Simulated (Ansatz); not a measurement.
**NbH2, one cell by several methods**

```xyz
3
Lattice="0.0000 2.2587 2.2815 2.2587 0.0000 2.2815 2.2587 2.2587 0.0000" Properties=species:S:1:pos:R:3 pbc="T T T"
Nb    0.0000    0.0000    0.0000
H     1.1293    1.1293    1.1407
H     3.3880    3.3880    3.4223
```

Atoms are numbered in the order listed.

The geometry is COD entry 9009022, unchecked; take it as a test cell. The listed cell was then made from it by scaling, straining or moving an atom.

Spin polarisation is left out, and whether a magnetic state lies lower isn't shown here.

Methods: DFT, LDA, PAW with Ansatz's default frozen-core files, scalar-relativistic (Ansatz 0.2.0); DFT, LDA, all-electron LAPW, scalar-relativistic (Ansatz 0.2.0).

For PAW: a Γ-centred 15×15×15 k mesh, Fermi–Dirac smearing of 0.03 eV, cutoff 420 eV, no spin polarisation; the PAW files were made with PBE, and the program remakes their frozen cores for this functional. LAPW targets a basis error of 1 meV/atom. The Ansatz runs share mesh, smearing and spin set-up. Plane-wave (PAW) pressures include the program's estimate of the Pulay term.

Stress and pressure are positive in compression.

The change that made this cell: equal xx and yy strain of -1 %.

PAW results:

| quantity | PAW |
| --- | --- |
| pressure (GPa) | -4.67 |
| stress xx (GPa) | -4.19 |
| stress zz (GPa) | -5.64 |

Q: What does all-electron LAPW give for the same quantities?

A: 
| quantity | LAPW |
| --- | --- |
| pressure (GPa) | -4.71 |
| stress xx (GPa) | -4.23 |
| stress zz (GPa) | -5.68 |
